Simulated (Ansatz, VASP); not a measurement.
**HfO2 in VASP and in Ansatz**

INCAR

```
  PREC = Accurate
  ENCUT = 520
  EDIFF = 1E-7
  ISMEAR = 0
  SIGMA = 0.01
  LREAL = False
  LASPH = True
  NELM = 60
  ALGO = Normal
  ISIF = 2
  LWAVE = False
  LCHARG = True
  GGA = PE
  LELF = True
  LVHAR = True
  NBANDS = 18
```

The input KPOINTS:

```
regular mesh
0
Gamma
  8 8 8
```

The input POSCAR:

```
HfO2
1.0
    0.0000000000      2.5291823175      2.5291823175
    2.5291823175      0.0000000000      2.5291823175
    2.5291823175      2.5291823175      0.0000000000
Hf O
1 2
Direct
    0.0000000000      0.0000000000      0.0000000000
    0.2500000000      0.2500000000      0.2500000000
    0.7500000000      0.7500000000      0.7500000000
```

Input for Ansatz:

```yaml
crystal:
  lattice:
    - [0.0, 2.5291823175, 2.5291823175]
    - [2.5291823175, 0.0, 2.5291823175]
    - [2.5291823175, 2.5291823175, 0.0]
  atoms:
    - { symbol: Hf, position: [0.0, 0.0, 0.0] }
    - { symbol: O, position: [0.25, 0.25, 0.25] }
    - { symbol: O, position: [0.75, 0.75, 0.75] }
kpoints:
  mp_grid: { grid: [8, 8, 8] }
  band_path:
    path:
      - [0.0, 0.0, 0.0]
      - [0.5, 0.0, 0.5]
      - [0.625, 0.25, 0.625]
      - [0.375, 0.375, 0.75]
      - [0.5, 0.5, 0.5]
      - [0.5, 0.25, 0.75]
      - [0.0, 0.5, 0.5]
    npoints: 1
hamiltonian:
  xc: pbe
scf:
  occupations: { method: fixed }
  n_extra_bands: 4
output:
  forces: true
  stress: true
  eigenvalues: true
```

Alike in both runs: task single point; functional PBE; k mesh 8 × 8 × 8; no spin polarisation.

|  | VASP | Ansatz |
| --- | --- | --- |
| version | VASP 6.6.1 | Ansatz 0.2.0 |
| potentials or method | VASP PAW PBE potentials, release 64 (Hf_pv, O) | plane waves, PAW |
| plane-wave cutoff (eV) | 520 | 420 |
| occupations | gaussian, width 0.01 eV | fixed |
| valence electrons in the cell | 22 | 38 |

VASP gave:

| Quantity | Value |
| --- | --- |
| gap on the k mesh at the Fermi level (eV) | 3.82 |
| pressure (GPa) | 2.1 |

What did Ansatz give for the same quantities?

gap on the k mesh at the Fermi level (eV): 3.80; pressure (GPa): 6.0.

The two sets of potentials don't hold the same shells in valence.

Caveats: spin-orbit coupling is left out, which moves the levels of the heavy elements. As with any semilocal functional, this PBE gap is likely too small. A k mesh can miss the band edges.
